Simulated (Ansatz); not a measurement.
The system is Li.

```xyz
1
Lattice="-1.7547 1.7547 1.7547 1.7547 -1.7547 1.7547 1.7547 1.7547 -1.7547" Properties=species:S:1:pos:R:3 pbc="T T T"
Li    0.0000    0.0000    0.0000
```

```yaml
Program: Ansatz 0.2.0
Task: relaxation of cell and atoms
Functional: PBE
Potentials_or_basis: Ansatz PAW
Cutoff: "420 eV (not typed: the program's choice for these potentials)"
k_mesh: 11 × 11 × 11
Occupations: fermi-dirac, width 0.05 eV
Spin: no spin polarisation
```

At the start: volume 21.61 Å³/atom.

Task: How do energy, volume and symmetry change on relaxing?

Result: It ends after 4 steps and the volume is 20.17 Å³/atom (-6.6 %); space group Im-3m (No. 229, to 0.05 Å).

The path:
```csv
step,energy change (eV),largest force (eV/Å),volume (Å³)
1,0.0000,0.0000,21.61
2,-0.0025,0.0000,21.01
3,-0.0037,0.0000,20.17
4,-0.0037,0.0000,20.17
```

Final structure:
```
Li
1.0
    -1.71493    1.71493    1.71493
     1.71493   -1.71493    1.71493
     1.71493    1.71493   -1.71493
Li
1
Direct
  0.00000 0.00000 0.00000
```

The cell as given is a measured one (21.61 Å³/atom); PBE puts the equilibrium volume -6.6 % from it, thermal expansion not counted.

Caveat: the plane-wave basis is chosen anew once the cell has moved, so the energies of steps on either side of that aren't comparable.
